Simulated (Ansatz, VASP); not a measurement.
Fe in VASP and in Ansatz

```
Fe
1.0
     4.18058    0.00000    0.00000
    -2.09029    3.62049    0.00000
     0.00000    0.00000    2.37485
Fe
3
Direct
  0.00000 0.00000 0.00000
  0.33333 0.66667 0.50000
  0.66667 0.33333 0.50000
```

Alike in both runs: functional PBE; k mesh 12 × 12 × 20; occupations gaussian, width 0.1 eV; collinear spin.

Ansatz relaxed the structure, and its values are those at the end. VASP's run is a single point on that final structure, the one shown.

|  | VASP | Ansatz |
| --- | --- | --- |
| version | VASP 6.6.1 | Ansatz 0.2.0 |
| potentials or method | VASP PAW PBE potentials, release 64 (Fe) | scalar-relativistic, plane waves, PAW |
| plane-wave cutoff (eV) | 520 | 420 |
| valence electrons in the cell | 24 | 48 |

```tsv
	VASP	Ansatz	Ansatz less VASP
gap on the k mesh at the Fermi level (eV)	none	none	-
pressure (GPa)	-0.1	0.0	+0.12
net moment per atom (μB)	2.48	2.47	-0.012
size of the moment on the site where the two differ most (μB)	2.56	2.58	+0.017
```

Site moments also hang on the region over which each program counts them. A gap of «none» marks a metal or a gap that the smearing closes. The functional is the same, so the differences come from potentials, cutoffs and numerics. The two sets of potentials don't hold the same shells in valence.
